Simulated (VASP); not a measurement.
Crystal: TiH2.

```
CELL_PARAMETERS angstrom
-1.60097 1.60097 2.08391
1.60097 -1.60097 2.08391
1.60097 1.60097 -2.08391
ATOMIC_POSITIONS crystal
Ti 0.00000 0.00000 0.00000
H 0.25000 0.75000 0.50000
H 0.75000 0.25000 0.50000
```

The cell comes from a database or a generator and needn't be the stable form of this composition.

* Program: VASP 6.6.1
* Task: relaxation of cell and atoms
* Functional: LDA
* Potentials or basis: VASP PAW LDA potentials, release 64 (Ti_sv, H)
* Cutoff: 600 eV
* k mesh: 18 × 18 × 18
* Occupations: gaussian, width 0.1 eV
* Spin: no spin polarisation

At the start: pressure -6.6 GPa; volume 7.12 Å³/atom.

**Question.** How do energy, volume and symmetry change on relaxing?

**Answer.** Over 3 steps the energy falls by 6.6 meV/atom and the volume is 6.81 Å³/atom (-4.3 %); space group I4/mmm (No. 139, to 0.05 Å).

Step by step:
| step | energy change (eV) | largest force (eV/Å) | pressure (GPa) | volume (Å³) |
| --- | --- | --- | --- | --- |
| 1 | 0.0000 | 0.0000 | -6.55 | 21.37 |
| 2 | -0.0196 | 0.0000 | -0.30 | 20.48 |
| 3 | -0.0197 | 0.0000 | -0.02 | 20.44 |

Final structure:
```xyz
3
Lattice="-1.5766 1.5766 2.0557 1.5766 -1.5766 2.0557 1.5766 1.5766 -2.0557" Properties=species:S:1:pos:R:3 pbc="T T T"
Ti    0.0000    0.0000    0.0000
H     1.5766    0.0000    1.0279
H     0.0000    1.5766    1.0279
```
